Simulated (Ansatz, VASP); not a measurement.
# CoSi2 in two plane-wave programs

Aim: how closely do two programs agree when they are given the same cell, functional and k mesh? The structure shown is the end of the Ansatz relaxation below.

Method: plane waves, with VASP 6.6.1 beside it; single point at PBEsol, in Ansatz 0.2.0.

**1. The structure**

Symmetry: Fm-3m, No. 225, cubic system. Conventional cell: a = 5.313 Å, b = 5.313 Å, c = 5.313 Å, α = 90.00°, β = 90.00°, γ = 90.00°. Nearest to Co lie 8 Si at 2.30 Å. Nearest to Si lie 4 Co at 2.30 Å. Farther neighbours are not listed.

As a file:

```cif
data_structure
_symmetry_space_group_name_H-M 'P 1'
_symmetry_Int_Tables_number 1
_cell_length_a 3.7567
_cell_length_b 3.7567
_cell_length_c 5.3128
_cell_angle_alpha 90.000
_cell_angle_beta 90.000
_cell_angle_gamma 90.000
_cell_volume 74.98
loop_
_atom_site_label
_atom_site_type_symbol
_atom_site_fract_x
_atom_site_fract_y
_atom_site_fract_z
_atom_site_occupancy
Co1 Co 0.00000 0.00000 0.00000 1
Co2 Co 0.50000 0.50000 0.50000 1
Si3 Si 0.50000 0.00000 0.25000 1
Si4 Si 0.50000 0.00000 0.75000 1
Si5 Si 0.00000 0.50000 0.75000 1
Si6 Si 0.00000 0.50000 0.25000 1
```

**2. Ansatz: relaxation, PBEsol**

Ansatz runs on its PAW soft_1 files.

This run makes the geometry at which the two programs are then compared.

Input file input.yaml:

```yaml
crystal:
  lattice:
    - [3.756681, 0.0, 0.0]
    - [0.0, 3.756681, 0.0]
    - [0.0, 0.0, 5.31275]
  atoms:
    - { symbol: Co, position: [0.0, 0.0, 0.0] }
    - { symbol: Co, position: [0.5, 0.5, 0.5] }
    - { symbol: Si, position: [0.5, 0.0, 0.25] }
    - { symbol: Si, position: [0.5, 0.0, 0.75] }
    - { symbol: Si, position: [0.0, 0.5, 0.75] }
    - { symbol: Si, position: [0.0, 0.5, 0.25] }
kpoints:
  mp_grid: { grid: [12, 12, 8] }
scf:
  occupations: { method: fermi_dirac, width: 0.05 }
hamiltonian:
  xc: pbesol
  pseudopotentials: { kind: paw, azcp: { folder: soft_1 }, xc_functional: pbe }
basis:
  ecutwfc: 600
output:
  forces: true
  stress: true
  write_density: true
  write_potential: true
  elf: true
  volumetric_format: npy
relax:
  f_tol: 0.005
  max_steps: 70
  cell: { stress_tol: 0.02, p_target: 0, fix: [c, alpha, beta, gamma] }
```

The run is started by

```bash
ansatz run input.yaml --threads 4 --pin off --max-ram 10240MiB --backend cpu --events-out ev --progress --plain --runs-dir out
```

Numbers of over 12 decimals in the logs are rounded to 6 here.

Log:

```text
Engine: ansatz 0.2.0, aarch64-unknown-linux-gnu
Pseudopotentials: kind: paw
Pseudopotential: Co, paw, valence charge 17, recommended cutoff 420 eV (normal), soft_1/Co.paw.azcp
Pseudopotential: Si, paw, valence charge 4, recommended cutoff 420 eV (normal), soft_1/Si.paw.azcp
Functional definition: PBEsol
  exchange = pbesol_x
  correlation = pbesol_c
Crystal: 6 atoms, lattice volume = 74.977 Å³
Basis set: ecut = 600 eV, 2477 PW (Γ), exchange–correlation on 64×64×90 points (8 copies of the dense FFT grid, shifted against one another)
Bands: 31, of which v1, the nominal top of the filled ones, is band 25 counted from 1 (24 counted from 0)
Symmetry: 32 space group operations
Space group: Fm-3m (ITA 225), of the structure as read, at distance tolerance 4.2e-5 Å
k-points: 140 of 1152
Non-local potential: Co, projectors of the file, l = 0: 3, l = 1: 2, l = 2: 3, l = 3: 1
Non-local potential: Si, projectors of the file, l = 0: 2, l = 1: 2, l = 2: 1
PAW form: soft (Blöchl's): semilocal exchange-correlation on the pseudo side does not see the compensation charge
PAW frozen core: Co, regenerated for the run's functional, and the local potential with it (the file was generated under x = pbe(κ = 0.804, μ = 0.219515), c = pbe(β = 0.066725))
PAW frozen core: Si, regenerated for the run's functional, and the local potential with it (the file was generated under x = pbe(κ = 0.804, μ = 0.219515), c = pbe(β = 0.066725))
PAW one-centre angular grid: Co, 590 points (default); XC on 64 Gauss nodes
PAW one-centre angular grid: Si, 110 points (default); XC on 64 Gauss nodes
Initial density: superposition of atomic densities (chi_scale 0.1, normalization cell, long waves kept (reshape's long-wave potential 0.00 eV rms))
Initial wavefunctions: pseudopotential atomic-orbital guess
Functional: x = pbesol(κ = 0.804, μ = 0.123457), c = pbesol(β = 0.046)
SCF iter   1: F=—  HF=-12677.923127 eV  |F-HF|=—  |Δ(HF+E_count)|=         —  Δρ=1.38e-1  dr2=1.61e1  ethr=3.10e-3  ⟨swp⟩=6.3  Hψ=19691  notcnv=0  defer=15
preconditioner: auto → Kerker (q_TF=auto, 2.550 Å⁻¹)  [metal: Δε(μ)=0.018 eV  Ē_g=7.692 eV  σ=0.050 eV  W_gap=0.09  n_scr=20 (ndim 8)  ℏωp=25.0 eV  f_vac=0.000  D(μ)=1.48/eV (n_scr^D=6)]
SCF iter   2: F=—  HF=-12676.404734 eV  |F-HF|=—  |Δ(HF+E_count)|=    1.52e0  Δρ=5.39e-2  dr2=3.55e0  ethr=3.10e-3  ⟨swp⟩=2.3  Hψ=7441  notcnv=0  defer=154
SCF iter   3: F=—  HF=-12675.546328 eV  |F-HF|=—  |Δ(HF+E_count)|=   8.58e-1  Δρ=2.36e-2  dr2=5.90e-1  ethr=3.10e-3  ⟨swp⟩=2.1  Hψ=7322  notcnv=0  defer=155
SCF iter   4: F=—  HF=-12675.464776 eV  |F-HF|=—  |Δ(HF+E_count)|=   8.16e-2  Δρ=1.06e-2  dr2=5.95e-2  ethr=1.18e-3  ⟨swp⟩=2.0  Hψ=6222  notcnv=0  defer=153
SCF iter   5: F=—  HF=-12675.463451 eV  |F-HF|=—  |Δ(HF+E_count)|=   1.33e-3  Δρ=4.02e-3  dr2=1.45e-2  ethr=1.19e-4  ⟨swp⟩=2.2  Hψ=5745  notcnv=0  defer=153
SCF iter   6: F=—  HF=-12675.461636 eV  |F-HF|=—  |Δ(HF+E_count)|=   1.82e-3  Δρ=1.05e-3  dr2=1.28e-3  ethr=2.91e-5  ⟨swp⟩=1.2  Hψ=4265  notcnv=0  defer=153
SCF iter   7: F=—  HF=-12675.461568 eV  |F-HF|=—  |Δ(HF+E_count)|=   6.82e-5  Δρ=1.59e-4  dr2=3.29e-5  ethr=2.56e-6  ⟨swp⟩=2.5  Hψ=6446  notcnv=0  defer=153
SCF iter   8: F=—  HF=-12675.461578 eV  |F-HF|=—  |Δ(HF+E_count)|=   1.05e-5  Δρ=2.31e-5  dr2=5.23e-7  ethr=6.58e-8  ⟨swp⟩=2.0  Hψ=5776  notcnv=0  defer=153
SCF iter   9: F=-12675.461578 eV  HF=-12675.461578 eV  |F-HF|=2.01e-8  |Δ(HF+E_count)|=   1.20e-9  Δρ=6.85e-6  dr2=3.11e-8  ethr=2.00e-10  ⟨swp⟩=8.3  Hψ=28515  notcnv=0
SCF 1 converged in 9 iterations: F = -12675.461578 eV  dr2 = 3.11e-8
  Residual-converged pass: ⟨swp⟩=1.0  Hψ=4908  notcnv=0  max |occ|·‖R‖ = 7.0e-9 eV (tolerance 1.0e-8 eV)  dr2=3.11e-8  dr2_onsite=7.55e-9  max |Δocc| = 8.7e-11
  greatest PAW one-centre occupation: 1.001 electrons in one spin orbital (limit 2), on the Co atom at site 1 (counted from 0), in its partial waves of l = 1
relax step   1: F+E_penalty+E_count = -12675.46157819 eV  Δ(F+E_penalty+E_count) = +0.000e0 eV  max|allowed force component| = 6.476e-17 eV/Å  Δτ_max = 0.0000 Å  P = -0.018 GPa  Ω = 74.977 Å³  fix = [c, alpha, beta, gamma]  reactions: c -0.058 GPa  (9 SCF iters, dr2 threshold 1.00e-7 eV, accepted)
Initial density: handed on by an earlier stage of this run
Initial wavefunctions: pseudopotential atomic-orbital guess (no wavefunctions were taken with the density)
iter 1 solved again at ethr=1.91e-6 eV; its pass at ethr=3.10e-3 eV (dr2=9.53e-4 eV) is discarded
SCF iter   1: F=—  HF=-12675.461569 eV  |F-HF|=—  |Δ(HF+E_count)|=         —  Δρ=6.72e-6  dr2=3.29e-8  ethr=1.91e-6  ⟨swp⟩=2.9  Hψ=29828  notcnv=0
eigensolver tolerance schedule: the retry pair's looser diagonalisation over-reported the residual by 28979.32 of it (diagonalisation noise at an unbounded share of the residual, at the tolerance the schedule requests for it); recorded, not acted on — ethr = c·dr2/N_el stays at c = 1.0e-1
preconditioner: auto → Kerker (q_TF=auto, 2.550 Å⁻¹)  [metal: Δε(μ)=0.011 eV  Ē_g=7.223 eV  σ=0.050 eV  W_gap=0.05  n_scr=20 (ndim 8)  ℏωp=25.0 eV  f_vac=0.000  D(μ)=1.95/eV (n_scr^D=14)]
SCF iter   2: F=—  HF=-12675.461578 eV  |F-HF|=—  |Δ(HF+E_count)|=   9.18e-6  Δρ=3.93e-6  dr2=1.08e-8  ethr=6.57e-11  ⟨swp⟩=3.3  Hψ=11188  notcnv=0
SCF iter   3: F=—  HF=-12675.461578 eV  |F-HF|=—  |Δ(HF+E_count)|=  3.64e-10  Δρ=1.60e-6  dr2=9.42e-10  ethr=2.16e-11  ⟨swp⟩=2.1  Hψ=5412  notcnv=0
SCF iter   4: F=—  HF=-12675.461578 eV  |F-HF|=—  |Δ(HF+E_count)|=  1.78e-10  Δρ=4.14e-7  dr2=1.83e-10  ethr=1.88e-12  ⟨swp⟩=2.0  Hψ=5871  notcnv=0
SCF iter   5: F=—  HF=-12675.461578 eV  |F-HF|=—  |Δ(HF+E_count)|=  1.09e-11  Δρ=1.37e-7  dr2=2.35e-11  ethr=1.00e-12  ⟨swp⟩=1.0  Hψ=4340  notcnv=0
SCF iter   6: F=-12675.461578 eV  HF=-12675.461578 eV  |F-HF|=0.00e0  |Δ(HF+E_count)|=  3.64e-12  Δρ=4.47e-8  dr2=1.97e-12  ethr=1.00e-12  ⟨swp⟩=5.2  Hψ=19093  notcnv=0
SCF 2 converged in 6 iterations: F = -12675.461578 eV  dr2 = 1.97e-12
relax step   2: F+E_penalty+E_count = -12675.46157821 eV  Δ(F+E_penalty+E_count) = -1.777e-8 eV  max|allowed force component| = 7.633e-17 eV/Å  Δτ_max = 0.0000 Å  P = -0.018 GPa  Ω = 74.977 Å³  fix = [c, alpha, beta, gamma]  reactions: c -0.059 GPa  stress off target by 1.55e-3 GPa on what of the cell is left free  SCF on the basis re-selected at this cell (its energy is not comparable with the rows above)  (6 SCF iters)
basis re-selected at this cell: Δ(F+E_penalty+E_count) = -1.777e-8 eV, ΔP = -0.000 GPa vs the last step (what re-selecting the basis moved, of the pressure what is left beyond the Pulay correction that the steps carried, after the strain that the cell walked since its last selection, with what the two solves' SCF thresholds leave and, on support functions, any second-order correction that the steps lacked; it is no m [...]
SCF converged after 6 iterations
Free energy (F): -12675.461578 eV
Harris-Foulkes:  -12675.461578 eV  (|F-HF|=0.00e0)
Internal energy: -12675.445718 eV  (E = F + TS)
E sigma→0 (E₀):  -12675.453648 eV
Entropy (-TS):   -0.015860 eV (-2.643 meV/atom)
Fermi energy:    13.144989 eV
--- Per-component energies (eV) ---
  E_band       = -554.644102
  E_kinetic    = 771.766634
  E_local      = -7766.740102  (includes V_loc(G=0)·N_el)
  E_nonlocal   = 962.764885
  E_hartree    = 3522.230027
  E_xc         = -417.624633
  E_vxc        = -442.369226  (∫ρ·V_xc dr)
  E_paw        = -5073.623622  (= ΣΔE_a)
  E_vpaw       = -1124.526272  (= ΣTr[D̂ρ^β])
  E_aug_tail   = -0.000018  (compensation charges beyond the density's cutoff)
  E_ewald      = -4674.721970
  E_core_change = 0.503082  (= ΣΔE_core)
  E_smearing   = -0.015860  (= −TS)
  E_closure    = -0.000000  (closes the sum)
  Σ components = -12675.461578   (vs F -12675.461578, Δ=0.00e0)
--- Forces (eV/Å), atoms counted from 1 ---
  atom   1  Co     0.00000000    -0.00000000    -0.00000000
  atom   2  Co     0.00000000    -0.00000000    -0.00000000
  atom   3  Si    -0.00000000     0.00000000    -0.00000000
  atom   4  Si     0.00000000     0.00000000    -0.00000000
  atom   5  Si    -0.00000000     0.00000000     0.00000000
  atom   6  Si     0.00000000     0.00000000    -0.00000000
  max |Σ_I F_I| component: 1.67e-16 eV/Å
--- Stress (GPa, compression-positive) ---
        0.001549       0.000000      -0.000000
        0.000000       0.001549      -0.000000
       -0.000000      -0.000000      -0.058554
  P = ⅓ Tr σ = -0.0185 GPa (-0.185 kbar)
--- Band table (eV; the first three rows and the last of 140) ---
  k-point 0: bands = [... 21 lower, 11.1798, 11.7821, 14.1809, 14.8659, 16.0640, 16.5880, 16.5881, 16.5881, ... 2 higher]
  k-point 1: bands = [... 21 lower, 11.2627, 11.7575, 14.2654, 14.8579, 15.5225, 15.5225, 16.0745, 16.3068, ... 2 higher]
  k-point 2: bands = [... 21 lower, 11.6288, 11.6882, 14.4428, 14.5138, 14.5138, 14.8327, 15.3969, 16.1133, ... 2 higher]
  k-point 139: bands = [... 21 lower, 11.1285, 11.6562, 11.6562, 12.4681, 12.4681, 16.9234, 16.9234, 16.9234, ... 2 higher]
--- Relaxed structure (1 steps of the walk, 1 accepted, 1 SCFs on fresh bases) ---
  F+E_penalty+E_count = -12675.46157821 eV   max|allowed force component| = 7.633e-17 eV/Å   (the final SCF, on the basis selected at the relaxed cell)
  cell:  # Å, volume = 74.9770 Å³
    - [3.756681, 0.0, 0.0]
    - [0.0, 3.756681, 0.0]
    - [0.0, 0.0, 5.31275]
  atoms:
    - { symbol: Co, position: [0.0, 0.0, 0.0] }
    - { symbol: Co, position: [0.500000, 0.500000, 0.5] }
    - { symbol: Si, position: [0.500000, 0.0, 0.25] }
    - { symbol: Si, position: [0.500000, 0.0, 0.75] }
    - { symbol: Si, position: [0.0, 0.500000, 0.75] }
    - { symbol: Si, position: [0.0, 0.500000, 0.25] }
```

**3. VASP: single point, PBEsol, pair 1**

The same cell, functional, mesh and smearing now go to VASP, with its own data sets.

Lines of VASP's logs that name or quote its potential files are left out, and so is its time.

Input file INCAR:

```
SYSTEM = CoSi2
PREC = Accurate
ENCUT = 600
EDIFF = 1E-06
NELM = 120
ISMEAR = -1
SIGMA = 0.05
LREAL = .FALSE.
ALGO = Normal
GGA = PS
NBANDS = 23
LASPH = .TRUE.
LORBIT = 11
LWAVE = .FALSE.
LCHARG = .FALSE.
ISIF = 2
GGA_COMPAT = .FALSE.
KPAR = 2
```

Input file POSCAR:

```
CoSi2
1.0
    3.7566810000      0.0000000000      0.0000000000
    0.0000000000      3.7566810000      0.0000000000
    0.0000000000      0.0000000000      5.3127500000
Co Si
2 4
Direct
    0.0000000000      0.0000000000      0.0000000000
    0.5000000000      0.5000000000      0.5000000000
    0.5000000000      0.0000000000      0.2500000000
    0.5000000000      0.0000000000      0.7500000000
    0.0000000000      0.5000000000      0.7500000000
    0.0000000000      0.5000000000      0.2500000000
```

Input file KPOINTS:

```
Automatic mesh
0
Gamma
12 12 8
0 0 0
```

The projector-augmented-wave data sets are Co and Si (PBE family, release 64).

The run is started by

```bash
mpirun -np 2 vasp_std
```

Log:

```text
[banner, memory and clock lines left out]
running    2 mpi-ranks, on    1 nodes
 distrk:  each k-point on    1 cores,    2 groups
 distr:  one band on    1 cores,    1 groups

 POSCAR found type information on POSCAR CoSi
 POSCAR found :  2 types and       6 ions
|                                                                             |
|               ----> ADVICE to this user running VASP <----                  |
|                                                                             |
|     You enforced a specific xc type in the INCAR file but a different       |
|     [... a line on the potential file left out ...]
|     I HOPE YOU KNOW WHAT YOU ARE DOING!                                     |
|                                                                             |

 LDA part: xc-table for (Slater+PW92), standard interpolation
 POSCAR, INCAR and KPOINTS ok, starting setup
 FFT: planning ... GRIDC
 FFT: planning ... GRID_SOFT
 FFT: planning ... GRID
 WAVECAR not read
 entering main loop
       N       E                     dE             d eps       ncg     rms          rms(c)
DAV:   1     0.203220575120E+03    0.20322E+03   -0.15710E+04  6440   0.168E+03
DAV:   2    -0.294392833854E+02   -0.23266E+03   -0.22172E+03  6461   0.335E+02
DAV:   3    -0.447025425137E+02   -0.15263E+02   -0.14640E+02  8270   0.984E+01
DAV:   4    -0.452173567092E+02   -0.51481E+00   -0.51306E+00  7789   0.174E+01
DAV:   5    -0.452401084625E+02   -0.22752E-01   -0.22741E-01  9149   0.352E+00    0.218E+01
DAV:   6    -0.522737789438E+02   -0.70337E+01   -0.86854E+01  8891   0.149E+02    0.251E+01
DAV:   7    -0.418770873494E+02    0.10397E+02   -0.38469E+01  8433   0.122E+02    0.631E+00
DAV:   8    -0.421209122651E+02   -0.24382E+00   -0.41961E+00  7487   0.117E+01    0.356E+00
DAV:   9    -0.419790520103E+02    0.14186E+00   -0.36661E-01  9357   0.969E+00    0.961E-01
DAV:  10    -0.419745815823E+02    0.44704E-02   -0.29121E-02  7355   0.108E+00    0.358E-01
DAV:  11    -0.419745308761E+02    0.50706E-04   -0.18029E-03  9518   0.511E-01    0.164E-01
DAV:  12    -0.419744150134E+02    0.11586E-03   -0.56584E-04  9856   0.370E-01    0.409E-02
DAV:  13    -0.419744148512E+02    0.16220E-06   -0.72761E-05  8236   0.940E-02    0.301E-02
DAV:  14    -0.419744136638E+02    0.11874E-05   -0.46899E-06  7253   0.129E-02    0.312E-03
DAV:  15    -0.419744138525E+02   -0.18867E-06   -0.28927E-07  4564   0.489E-03
   1 F= -.41974414E+02 E0= -.41966468E+02  d E =-.158916E-01
```

From OUTCAR (step 3):

```text
ion  position               nearest neighbor table
   1  0.000  0.000  0.000-   3 2.30   4 2.30   5 2.30   6 2.30   5 2.30   6 2.30   3 2.30   4 2.30

  LATTYP: Found a simple tetragonal cell.
 ALAT       =     3.7566810000
 C/A-ratio  =     1.4142137701

 Subroutine GETGRP returns: Found 16 space group operations
 (whereof 16 operations were pure point group operations)

The static configuration has the point symmetry D_4h.

 Found    140 irreducible k-points:

   k-points           NKPTS =    140   k-points in BZ     NKDIM =    140   number of bands    NBANDS=     23

   dimension x,y,z NGX =    30 NGY =   30 NGZ =   42
   dimension x,y,z NGXF=    60 NGYF=   60 NGZF=   84

   ENCUT  =  600.0 eV  44.10 Ry    6.64 a.u.   7.50  7.50 10.61*2*pi/ulx,y,z

   NELECT =      34.0000    total number of electrons

 k-points in reciprocal lattice and weights: Automatic mesh
   0.00000000  0.00000000  0.00000000       0.001
   0.08333333  0.00000000  0.00000000       0.003
   0.16666667  0.00000000  0.00000000       0.003
   0.25000000  0.00000000  0.00000000       0.003
   0.33333333  0.00000000  0.00000000       0.003
   0.41666667  0.00000000  0.00000000       0.003
   0.50000000  0.00000000  0.00000000       0.002
   0.08333333  0.08333333  0.00000000       0.003
   0.16666667  0.08333333  0.00000000       0.007
[...]
0.50000000  0.41666667  0.50000000       0.003
   0.50000000  0.50000000  0.50000000       0.001

 average (electrostatic) potential at core
       1 -77.7820       2 -77.7820       3 -78.8399       4 -78.8399       5 -78.8399
       6 -78.8399

 E-fermi :  10.3069

 k-point     1 :       0.0000    0.0000    0.0000
  band No.  band energies     occupation
    ...
     11       8.2883      2.00000
     12       8.3296      2.00000
     13       8.3395      2.00000
     14       8.3419      2.00000
     15       8.9416      2.00000
     16      11.3598      0.00000
     17      12.0088      0.00000
     18      13.2176      0.00000
     19      13.7609      0.00000
     20      13.7610      0.00000
    ...

 k-point     2 :       0.0833    0.0000    0.0000
  band No.  band energies     occupation
    ...
     11       8.2955      2.00000
     12       8.3094      2.00000
     13       8.3403      2.00000
     14       8.5627      2.00000
     15       8.9826      2.00000
     16      11.4129      0.00000
     17      12.0960      0.00000
     18      12.6373      0.00000
     19      12.8509      0.00000
     20      13.4132      0.00000
    ...

 k-point     3 :       0.1667    0.0000    0.0000
  band No.  band energies     occupation
    ...
     11       8.1731      2.00000
     12       8.3412      2.00000
     13       8.3743      2.00000
     14       8.8977      2.00000
     15       9.1083      2.00000
     16      11.2357      0.00000
     17      11.4401      0.00000
     18      12.2509      0.00000
     19      12.5389      0.00000
     20      13.4982      0.00000
    ...

  Total        0.0364402      0.0364402      0.0095491      0.0000000     -0.0000000      0.0000000
  in kB        0.7786886      0.7786886      0.2040540      0.0000000     -0.0000000      0.0000000
  external PRESSURE =       0.5871437 kB  Pullay stress =       0.0000000 kB

  energy-cutoff  :      600.00
  volume of cell :       74.98
      direct lattice vectors                 reciprocal lattice vectors
     3.756681000  0.000000000  0.000000000     0.266192418  0.000000000  0.000000000
     0.000000000  3.756681000  0.000000000     0.000000000  0.266192418  0.000000000
     0.000000000  0.000000000  5.312750000     0.000000000  0.000000000  0.188226436

 POSITION                                       TOTAL-FORCE (eV/Angst)
 -----------------------------------------------------------------------------------
      0.00000      0.00000      0.00000        -0.000000     -0.000000      0.000000
      1.87834      1.87834      2.65638         0.000000      0.000000      0.000000
      1.87834      0.00000      1.32819        -0.000000     -0.000000      0.000000
      1.87834      0.00000      3.98456        -0.000000     -0.000000      0.000000
      0.00000      1.87834      3.98456        -0.000000     -0.000000     -0.000000
      0.00000      1.87834      1.32819        -0.000000     -0.000000     -0.000000
 -----------------------------------------------------------------------------------
    total drift:                                0.000000      0.000000      0.000000

  FREE ENERGIE OF THE ION-ELECTRON SYSTEM (eV)
  ---------------------------------------------------
  free  energy   TOTEN  =       -41.9744138525 eV

  energy  without entropy=      -41.9585222904  energy(sigma->0) =      -41.96646807

 total charge
# of ion       s       p       d       tot
------------------------------------------
    1        0.556   0.751   7.627   8.934
    2        0.556   0.751   7.627   8.934
    3        0.716   0.887   0.000   1.603
    4        0.716   0.887   0.000   1.603
    5        0.716   0.887   0.000   1.603
    6        0.716   0.887   0.000   1.603
--------------------------------------------------
tot          3.977   5.050  15.255  24.282

[... 3 further parts left out ...]
```

This run has no spin polarisation, so a moment on Co, if there is one, isn't seen.

**4. Differences**

Known differences besides the potentials themselves: the data sets hold 50 valence electrons in Ansatz (on its PAW soft_1 files) and 34 in VASP; Ansatz makes its cores anew for this functional, VASP keeps those of its PBE data sets; Ansatz's pressure holds a Pulay correction, VASP's none. Total energies have different zeros and are not compared.

The two programs side by side:

```csv
quantity,Ansatz,VASP,difference
pressure (GPa),-0.02,0.06,-0.08
```

[end of part 1 of 2]

[Lines on the potential files, build, host, timing and source positions are cut from VASP's logs without a mark.]

[Logs are printed without paths, hosts, clocks, repeated set-up lines and the standing remarks that a program may print on its own settings, such as how far it seeks lower states.]

[Hosts, paths, dates, database ids (printed as entryN), source tags and the programs' standing remarks are cut or masked in the printed files.]
